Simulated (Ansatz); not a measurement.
# GaAs (F-43m): from the cell to its phonons, part 3 of 3

Aim: the phonons of GaAs (F-43m) at a cell relaxed beforehand at this level. After the zone centre comes a 4×4×4 q mesh on a 12×12×12 k mesh.

Ansatz 0.2.0; DFT PBE, scalar-relativistic, plane waves, PAW.

So far, highest frequency on the path or at a solved wavevector (cm⁻¹): step 3 (phonons on a q mesh) 269.

**4. Finite displacements in a supercell**

Finite displacements in a 2×2×2 supercell give force constants from forces alone. They are exact at the wavevectors that the supercell holds, where they check the linear-response result.

input.yaml reads:

```yaml
crystal:
  lattice:
    - [0.0, 2.8726922801, 2.8726922801]
    - [2.8726922801, 0.0, 2.8726922801]
    - [2.8726922801, 2.8726922801, 0.0]
  atoms:
    - { symbol: Ga, position: [0.0, 0.0, 0.0] }
    - { symbol: As, position: [0.25, 0.25, 0.25] }
kpoints:
  mp_grid: { grid: [12, 12, 12] }
hamiltonian:
  xc: pbe
scf:
  occupations: { method: gaussian, width: 0.02 }
output:
  eigenvalues: true
phonons:
  method: fd
  supercell: [2, 2, 2]
  temperatures: { t_max: 1000, t_step: 50 }
  qpath:
    path:
      - [[0.0, 0.0, 0.0], [-0.5, -0.5, 0.0], [-0.375, -0.375, 0.25]]
      - [[-0.375, 0.0, 0.375], [0.0, 0.0, 0.0], [0.0, 0.0, 0.5], [-0.5, -0.25, 0.25], [-0.5, -0.5, 0.0]]
    npoints: 10
```

Run with:

```bash
ansatz run input.yaml --threads 4 --pin off --max-ram 7168MiB --backend cpu --events-out ev --progress --plain --runs-dir out
```

Numbers of over 12 decimals in the logs are rounded to 6 here.

What it wrote:

```text
[...]
Crystal: 16 atoms, lattice volume = 379.304 Å³
Basis set: ecut = 420 eV, 7391 PW (Γ), exchange–correlation on 120×120×120 points (8 copies of the dense FFT grid, shifted against one another)
Bands: 130, of which v1, the nominal top of the filled ones, is band 112 counted from 1 (111 counted from 0)
Symmetry: 192 space group operations
k-points: 16 of 216 (time reversal used)
[...]
SCF iter   1: F=—  HF=-69118.885103 eV  |F-HF|=—  |Δ(HF+E_count)|=         —  Δρ=3.20e-8  dr2=2.20e-12  ethr=1.00e-12  ⟨swp⟩=3.0  Hψ=5315  notcnv=0
[...]
SCF iter   2: F=-69118.885103 eV  HF=-69118.885103 eV  |F-HF|=2.91e-11  |Δ(HF+E_count)|=  1.46e-11  Δρ=2.04e-8  dr2=9.32e-13  ethr=1.00e-12  ⟨swp⟩=3.0  Hψ=4910  notcnv=0
SCF 1 converged in 2 iterations: F = -69118.885103 eV  dr2 = 9.32e-13
[...]
Crystal: 2 atoms, lattice volume = 47.413 Å³
Basis set: ecut = 420 eV, 941 PW (Γ), exchange–correlation on 60×60×60 points (8 copies of the dense FFT grid, shifted against one another)
Bands: 18, of which v1, the nominal top of the filled ones, is band 14 counted from 1 (13 counted from 0)
Symmetry: 24 space group operations
k-points: 72 of 1728 (time reversal used)
[...]
SCF iter   2: F=-8639.860638 eV  HF=-8639.860638 eV  |F-HF|=4.22e-10  |Δ(HF+E_count)|=   6.29e-7  Δρ=8.25e-7  dr2=1.97e-10  ethr=1.00e-12  ⟨swp⟩=5.0  Hψ=4683  notcnv=0
SCF 2 converged in 2 iterations: F = -8639.860638 eV  dr2 = 1.97e-10
[...]
k-points: 280 of 1728 (irreducible under 4 space group operations, time reversal used)
[...]
SCF iter   3: F=-8639.860638 eV  HF=-8639.860638 eV  |F-HF|=5.46e-12  |Δ(HF+E_count)|=  6.91e-11  Δρ=2.37e-7  dr2=1.58e-11  ethr=1.00e-12  ⟨swp⟩=1.8  Hψ=13222  notcnv=0
SCF 3 converged in 3 iterations: F = -8639.860638 eV  dr2 = 1.58e-11
[...]
Bands: 15, of which v1, the nominal top of the filled ones, is band 14 counted from 1 (13 counted from 0)
k-points: 280
[...]
Eigensolver: Dense (280 Hₖ)
SCF iter   1: F=—  HF=-8639.859175 eV  |F-HF|=—  |Δ(HF+E_count)|=         —  Δρ=1.67e-4  dr2=6.27e-6  ethr=1.00e-1
[...]
SCF iter   4: F=-8639.859173 eV  HF=-8639.859173 eV  |F-HF|=2.18e-8  |Δ(HF+E_count)|=   3.50e-7  Δρ=7.21e-6  dr2=2.07e-8  ethr=6.37e-10
SCF 1 converged in 4 iterations: F = -8639.859173 eV  dr2 = 2.07e-8
[...]
Symmetry: 4 space group operations
k-points: 46 of 216 (time reversal used)
[...]
SCF iter   8: F=-69118.885075 eV  HF=-69118.885075 eV  |F-HF|=0.00e0  |Δ(HF+E_count)|=  2.91e-11  Δρ=2.41e-8  dr2=3.03e-12  ethr=1.00e-12  ⟨swp⟩=5.0  Hψ=26773  notcnv=0
SCF 2 converged in 8 iterations: F = -69118.885075 eV  dr2 = 3.03e-12
[...]
SCF iter   8: F=-69118.885072 eV  HF=-69118.885072 eV  |F-HF|=1.46e-11  |Δ(HF+E_count)|=  2.91e-11  Δρ=1.41e-8  dr2=1.14e-12  ethr=1.00e-12  ⟨swp⟩=5.0  Hψ=22837  notcnv=0
SCF 3 converged in 8 iterations: F = -69118.885072 eV  dr2 = 1.14e-12
[...]
SCF converged after 2 iterations
Free energy (F): -69118.885103 eV
[...]
Internal energy: -69118.885103 eV  (E = F + TS)
E sigma→0 (E₀):  -69118.885103 eV
Fermi energy:    7.623328 eV
[...]
--- Band table (eV; the first three rows and the last of 16) ---
  k-point 0: bands = [... 108 lower, 6.4725, 7.5416, 7.5416, 7.5416, 7.7024, 8.4146, 8.4146, 8.4146, ... 14 higher]
  k-point 1: bands = [... 108 lower, 6.5246, 6.5246, 7.4371, 7.4371, 8.4686, 8.6518, 9.0330, 9.0330, ... 14 higher]
  k-point 2: bands = [... 108 lower, 6.6761, 6.6761, 7.1891, 7.1891, 8.6227, 8.9802, 9.4362, 9.4362, ... 14 higher]
  k-point 15: bands = [... 108 lower, 6.1601, 6.1601, 6.4597, 6.4597, 10.0707, 10.0707, 10.4408, 10.4408, ... 14 higher]
--- Phonons: 2 displaced members + reference (amplitude 0.0025 Å, Σ member SCF iterations 16) ---
  symmetry images taken by strict's conditions (phonons.symmetry_images: auto; settled by no image being taken that strict refuses)
  ASR residual: 7.260e-5 → 0.000e0 eV/Å²; symmetrization residual: 1.820e-5 eV/Å²
  largest component of a force at the reference: 1.1e-16 eV/Å
  ASR residual per site (eV/Å²): 7.26e-5 4.73e-5
  Γ frequencies (cm⁻¹): 0.00 0.00 0.00 251.87 251.87 251.87
[...]
ε∞ (high-frequency dielectric tensor):
       15.878798    -0.000000    -0.000000
       -0.000000    15.878798     0.000000
       -0.000000     0.000000    15.878798
[...]
Born effective charges Z* (e; rows j = field, columns β = displacement):
    site 0:
         2.21397    0.00000    0.00000
        -0.00000    2.21397    0.00000
         0.00000   -0.00000    2.21397
    site 1:
        -2.21397   -0.00000   -0.00000
         0.00000   -2.21397   -0.00000
        -0.00000    0.00000   -2.21397
  Z* charge neutrality: 3.987e-4 e pre-enforcement
[...]
optical modes at Γ without the LO–TO term, one row a degenerate level:
      ω (cm⁻¹)  modes    IR ((D/Å)²/amu)
        251.87      3             9.3939
  optical modes at Γ + LO–TO along q̂ = [1.0000, 0.0000, 0.0000]:
      ω (cm⁻¹)  modes    IR ((D/Å)²/amu)
        251.87      2             6.2626
        268.90      1             3.1313
  optical modes at Γ + LO–TO along q̂ = [0.0000, 1.0000, 0.0000]:
      ω (cm⁻¹)  modes    IR ((D/Å)²/amu)
        251.87      2             6.2626
        268.90      1             3.1313
  optical modes at Γ + LO–TO along q̂ = [0.0000, 0.0000, 1.0000]:
      ω (cm⁻¹)  modes    IR ((D/Å)²/amu)
        251.87      2             6.2626
        268.90      1             3.1313
[...]
```

It took 3.1 min on 4 threads of Arm Neoverse V1, shared host; peak memory 2.9 GiB.

Numbers from this step:

| Quantity | Value |
| --- | --- |
| atoms in the supercell | 16 |
| sum-rule residual before enforcement | 7.26e-5 eV/Å² |

Interpolated from a 2×2×2 supercell, rough between the solved points, with the LO-TO term (at Γ the limit along the path; where Γ stands inside the path, tables give the limit on arrival). Phonon branches along the path, in cm⁻¹:

```tsv
point	branch 1	branch 2	branch 3	branch 4	branch 5	branch 6
Γ	0	0	0	252	252	269
halfway	53	53	125	244	244	260
X	75	75	207	224	234	234
halfway	74	90	204	215	235	240
U	71	117	192	206	237	245
jump to K	71	117	192	206	237	245
halfway	47	78	126	246	246	250
Γ	0	0	0	252	252	269
halfway	42	42	117	248	248	257
L	60	60	197	220	243	243
halfway	69	104	186	213	240	245
W	92	114	196	196	238	244
halfway	84	94	202	209	236	241
X	75	75	207	224	234	234
```

The phonon branches as a text plot (rows in cm⁻¹):

```
    263 |*******                  **********
    252 |****   **              **************
    241 |    *******  ***********            *******************
    230 |           ****     **                **              **
    218 |            ***    *                    *****        ***
    207 |            *******                          ***    ****
    196 |           *   ***                      ****    *****
    185 |         **       *                    *    ****
    174 |                   *                  *
    162 |        *           **               *
    151 |       *
    140 |                      *             *
    129 |      *           *    *
    118 |                ** *               *           ****
    106 |    **         *    **  *                    **    *
     95 |              *       *           *         *   *** *
     84 |                         **                *   *   ****
     73 |   *     **********    *         *        *  **       **
     62 |       **          ***  *  *          *******
     50 |  *   *               **        *   **
     39 |   ***                  ***       **
     28 | **                      ****  * *
     17 | *                         **   *
      6 |*                           ****
         Γ           X  U|K            Γ         L        W     X
```

Tetrahedra on a 20×20×20 mesh, mean over bins of 5 cm-1. Interpolated from a 2×2×2 supercell, rough between the solved points. Phonon density of states against wavenumber; read off at these points:

```tsv
wavenumber (cm⁻¹)	phonon density of states (1/cm⁻¹/cell)
2	3.0e-5
18	0.00141
28	0.0038
42	0.0107
52	0.0205
62	0.0453
68	0.0447
78	0.0325
92	0.0166
102	0.0172
118	0.0181
128	0.00406
142	0.00591
152	0.00776
168	0.0123
178	0.0186
182	0.0300
192	0.0132
202	0.00709
218	0.0250
228	0.0187
242	0.169
252	0.0219
268	0.00439
```

At Γ the two methods differ by at most 0.0 cm⁻¹.

**5. Summary of results**

```
space group (within 0.01 Å)                             : F-43m
volume per atom                                         : 23.7 Å³
gap on the k-mesh                                       : 0.161 eV
highest optical mode at the zone centre (no LO-TO term) : 252 cm⁻¹
lowest optical zone-centre mode                         : 252 cm⁻¹
lowest mode on the q mesh (acoustic modes at Γ apart)   : 49.5 cm⁻¹
highest frequency on the path or at a solved wavevector : 269 cm⁻¹
zero-point energy per atom                              : 31.7 meV
heat capacity at 300 K                                  : 23.4 J/(mol atoms K)
vibrational entropy at 300 K                            : 34.0 J/(mol atoms K)
Debye temperature (second moment)                       : 345 K
imaginary modes on the 4×4×4 q mesh                     : none
```

**Reading.** The structure is a minimum as far as tested: no mode is imaginary at the 8 irreducible wavevectors of the 4×4×4 mesh, and the softest away from the acoustic zeros lies at 49 cm⁻¹. Without the field, the optical modes at Γ form one degenerate level at 252 cm⁻¹. Finite displacements and linear response differ by 0.0 cm⁻¹ in the highest zone-centre mode. The program warns that the interpolation holds no quadrupole term, so branches close to Γ can be off in this crystal. These are harmonic frequencies at zero temperature: anharmonic shifts, linewidths and thermal expansion are left out.

[Logs are printed without paths, hosts, clocks, repeated set-up lines and the standing remarks that a program may print on its own settings, such as how far it seeks lower states.]

[Hosts, paths, dates, database ids (printed as entryN), source tags and the programs' standing remarks are cut or masked in the printed files.]
